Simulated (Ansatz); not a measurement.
# Hf2N: the cost of one run

Computed with Ansatz 0.2.0 (DFT PBE, scalar-relativistic, plane waves, PAW, unless a step's input says otherwise).

**1. The system as given**

It takes space group I4/mmm (No. 139, tetragonal). Conventional cell: a = 3.323 Å, b = 3.323 Å, c = 8.151 Å, α = 90.00°, β = 90.00°, γ = 90.00°. Hf (site symmetry 4mm) is surrounded by 5 Hf at 2.69 to 2.73 Å and 5 N at 2.71 to 2.73 Å. Around N (site symmetry 4/mmm) lie 10 Hf at 2.71 to 2.73 Å.

As a file:

```cif
data_structure
_symmetry_space_group_name_H-M 'P 1'
_symmetry_Int_Tables_number 1
_cell_length_a 4.7040
_cell_length_b 4.7040
_cell_length_c 4.7040
_cell_angle_alpha 138.639
_cell_angle_beta 138.639
_cell_angle_gamma 59.926
_cell_volume 44.99
loop_
_atom_site_label
_atom_site_type_symbol
_atom_site_fract_x
_atom_site_fract_y
_atom_site_fract_z
_atom_site_occupancy
Hf1 Hf 0.66500 0.66500 0.00000 1
Hf2 Hf 0.33500 0.33500 0.00000 1
N1 N 0.00000 0.00000 0.00000 1
```

This is candidate A: MoSi2 (C11b) type (I4/mmm, No. 139).

(A quick probe on a coarse mesh, which set the mesh and smearing, is not shown.)

**3. A loose first relaxation (candidate A)**

File input.yaml:

```yaml
crystal:
  lattice:
    - [-1.6612587496, 1.6612587496, 4.0752753701]
    - [1.6612587496, -1.6612587496, 4.0752753701]
    - [1.6612587496, 1.6612587496, -4.0752753701]
  atoms:
    - { symbol: Hf, position: [0.665, 0.665, 0.0] }
    - { symbol: Hf, position: [0.335, 0.335, 0.0] }
    - { symbol: "N", position: [0.0, 0.0, 0.0] }
basis:
  ecutwfc: 420
kpoints:
  mp_grid: { grid: [8, 8, 8] }
hamiltonian:
  xc: pbe
scf:
  occupations: { method: gaussian, width: 0.1 }
  lower_state_search: "off"
output:
  forces: true
  stress: true
  eigenvalues: true
relax:
  adjacent_minimum: "off"
  f_tol: 0.04
  max_steps: 70
  cell: { stress_tol: 0.4 }
```

**Question.** How long does this run take on 1 thread of an Arm CPU, shared host, and how much memory does it need?

About 2 min, with a peak of 0.38 GiB.
